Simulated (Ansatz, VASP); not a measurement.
# One calculation of Li, two programs

Contents of INCAR:

```
PREC     = Accurate       # precision mode
ENCUT    = 520            # plane-wave cutoff, eV
EDIFF    = 1E-7           # SCF threshold, eV
ISMEAR   = -1             # smearing method
SIGMA    = 0.05           # smearing width, eV
LREAL    = F              # projectors in reciprocal space
LASPH    = T              # aspherical terms in the spheres
NELM     = 100            # most SCF steps
ALGO     = Normal         # electronic algorithm
ISIF     = 2              # what is computed and relaxed
LWAVE    = F              # write WAVECAR
LCHARG   = T              # write CHGCAR
GGA      = PS             # functional
IVDW     = 13             # dispersion correction
LELF     = T              # ELF
LVHAR    = T            
NBANDS   = 8              # bands
```

File KPOINTS:

```
Automatic mesh
0
Gamma
  10 10 10
```

File POSCAR:

```
Li
1.0
    0.0000000000      2.0670651099      2.0670651099
    2.0670651099      0.0000000000      2.0670651099
    2.0670651099      2.0670651099      0.0000000000
Li
1
Direct
    0.0000000000      0.0000000000      0.0000000000
```

File input.yaml:

```yaml
crystal:
  lattice:
    - [0.0, 2.0670651099, 2.0670651099]
    - [2.0670651099, 0.0, 2.0670651099]
    - [2.0670651099, 2.0670651099, 0.0]
  atoms:
    - { symbol: Li, position: [0.0, 0.0, 0.0] }
hamiltonian:
  xc: pbesol
  pseudopotentials: { kind: paw }
  dispersion: d4
kpoints:
  mp_grid: { grid: [10, 10, 10] }
scf:
  occupations: { method: fermi_dirac, width: 0.05 }
output:
  forces: true
  stress: true
  eigenvalues: true
  write_density: true
  write_potential: true
  elf: true
  volumetric_format: npy
```

This isn't the form of Li at room conditions, which is bcc.

Alike in both runs: task single point; functional PBEsol; dispersion D4; k mesh 10 × 10 × 10; occupations fermi-dirac, width 0.05 eV; no spin polarisation.

|  | VASP | Ansatz |
| --- | --- | --- |
| version | VASP 6.6.1 | Ansatz 0.2.0 |
| potentials or method | VASP PAW PBE potentials, release 64 (Li_sv) | Ansatz PAW |
| plane-wave cutoff (eV) | 520 | 420 |
| valence electrons in the cell | 3 | 3 |

|  | VASP | Ansatz | Ansatz less VASP |
| --- | --- | --- | --- |
| gap on the k mesh at the Fermi level (eV) | none | none | - |
| dispersion energy (meV/atom) | -12.8 | -12.9 | -0.01 |

A gap of «none» marks a metal or a gap that the smearing closes.
